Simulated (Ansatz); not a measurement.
## Errors in the atomisation enthalpy at 298 K

8 molecules with oxygen; the atomisation enthalpy at 298 K in kJ/mol, computed less measured. Shapes, held fixed at every level: PBE0-D4/def2-TZVP. Flexible molecules stand in one conformer, not always the lowest. Thermal terms are harmonic and unscaled (PBE0-D4/def2-TZVP); the spin-orbit lowering of the free atoms is taken from their spectra. Programs: Ansatz 0.2.0. Measured values: Active Thermochemical Tables, CRC Handbook of Chemistry and Physics, NIST-JANAF tables.

Levels: A = HF/def2-TZVPP; B = PBE0-D4/def2-TZVPP; C = r2SCAN0-D4/def2-TZVPP; D = wB97X-V/def2-TZVPP.

```csv
molecule,from tabulated heats,A,B,C,D
BOF (fluoro(oxo)borane),1501,-454,-31,-71,-35
B(BO)O (diboron dioxide),2095,-632,0,-64,-12
C2H3ClO (acetyl chloride),2700,-833,+24,-47,0
C2H4O2 (SMILES CC(=O)O),3236,-1008,+7,-70,-2
C3H6O2 (propionic acid),4413,-1306,+16,-78,-2
"C3H4F4O (2,2,3,3-tetrafluoro-1-propanol)",4651,-1495,+32,-102,+25
C4H6O2 (gamma-butyrolactone),5040,-1495,+51,-74,+14
C4H10OS (diethyl sulfoxide),5779,-1683,+19,-74,-8
```

Problem. Sum up the errors.

Solution. 
| level | kind | mean error | mean absolute error | worst case |
| --- | --- | --- | --- | --- |
| HF/def2-TZVPP | Hartree–Fock | -1113.2 | 1113.2 | C4H10OS |
| PBE0-D4/def2-TZVPP | global hybrid | +14.8 | 22.5 | C4H6O2 |
| r2SCAN0-D4/def2-TZVPP | global hybrid | -72.5 | 72.5 | C3H4F4O |
| wB97X-V/def2-TZVPP | range-separated hybrid | -2.5 | 12.2 | BOF |

On this set wB97X-V/def2-TZVPP has the smallest mean absolute error and HF/def2-TZVPP the largest. HF/def2-TZVPP is too low in 8 of 8; PBE0-D4/def2-TZVPP is too high in 6 of 8; r2SCAN0-D4/def2-TZVPP is too low in 8 of 8. The heats of C3H4F4O come from older tables and can be uncertain by 10 kJ/mol or more. Heats of the atoms come from ATcT where it has them, that of boron, 570 kJ/mol, from recent work. The tabulated values of BOF, B(BO)O are in doubt (older tables, estimates, or at odds with other calculations) and kept here. Over the 6 molecules whose values aren't doubted the mean absolute errors are A 1303.3; B 24.8; C 74.2; D 8.5. For HF/def2-TZVPP the error tends to grow with the atomisation enthalpy. Hartree–Fock lacks correlation and underbinds. The set is small.

Hartree–Fock loses a nearly constant fraction of the binding because atomisation breaks electron pairs: correlation is much stronger in the bonded molecule than in the separated open-shell atoms, so the deficit builds up with the number of bonds.

The two global hybrids err in opposite directions for the molecules with sound reference values. PBE overbinds, and exact exchange offsets much of that. The r2SCAN parent is much better balanced, so the same kind of admixture probably pushes it into underbinding. The shortfall of r2SCAN0 therefore says little against its parent functional.

The small errors of wB97X-V for acetyl chloride and the two carboxylic acids fit a flexible functional trained partly on thermochemistry. Its +25 for tetrafluoropropanol can't be blamed on a poorly chosen conformer, which would lower the computed atomisation enthalpy, but the measured heat may account for part of it. The ranking needn't carry over to reaction enthalpies, where similar bonds on both sides would cancel much of a systematic error.
